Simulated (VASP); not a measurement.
Write the native input for VASP 6.6.1 that does the following.

* Task: relaxation of the atoms
* Functional: PBE
* Dispersion: D3(BJ)
* Potentials or basis: VASP PAW PBE potentials, release 64 (Y_sv)
* Cutoff: 520 eV
* k mesh: 9 × 9 × 1
* Occupations: gaussian, width 0.05 eV
* Spin: no spin polarisation
* Dipole correction: yes
* Atoms held fixed (from 0): [0, 1]
* Further INCAR settings: ALGO = Normal; EDIFF = 1e-06; IBRION = 2; EDIFFG = -0.01; NSW = 40

The structure of Y lies in POSCAR:

```
Y
1.0
    3.5143207025      0.0000000000      0.0000000000
   -1.7571603512      3.0434910054      0.0000000000
    0.0000000000      0.0000000000     23.6082925136
Y
4
Selective dynamics
Direct
    0.6666666667      0.3333333333      0.3176849828  F F F
    0.3333333333      0.6666666667      0.4392283276  F F F
    0.0000000000      0.0000000000      0.5607716724  T T T
    0.6666666667      0.3333333333      0.6823150172  T T T
```

The slab is cut from a database's or a generator's crystal, which needn't be the stable form of the element.

The cell isn't the ideal one: the (1 1 1) slab of Y, cut from the database cell, not relaxed.

These files were run (other wordings do the same):

INCAR

```
PREC = Accurate
ENCUT = 520
EDIFF = 1E-6
ISMEAR = 0
SIGMA = 0.05
LREAL = False
LASPH = True
NELM = 80
ALGO = Normal
ISIF = 2
LWAVE = False
LCHARG = False
LDIPOL = True
IDIPOL = 3
DIPOL = 0.5 0.5 0.500
GGA = PE
IVDW = 12
IBRION = 2
NSW = 40
EDIFFG = -0.01
```

KPOINTS

```
regular mesh
0
Gamma
  9 9 1
```

Potentials or basis: VASP PAW PBE potentials, release 64 (Y_sv).

Run with:

```sh
$ cat potpaw_PBE.64/Y_sv/POTCAR > POTCAR
$ mpirun -np 1 vasp_std > vasp.out
```

Results of the run:

```json
{"Energy gained by relaxing": "1.1 meV/atom", "Ionic steps": "4", "Band gap on the k mesh": "none (metal or under the smearing width)", "Dispersion energy per atom": "-0.275 eV"}
```

Run time: 18 min on 1 thread of AMD EPYC 7R43 64-Core Processor (Zen 3) (shared host), peak memory 0.39 GiB.
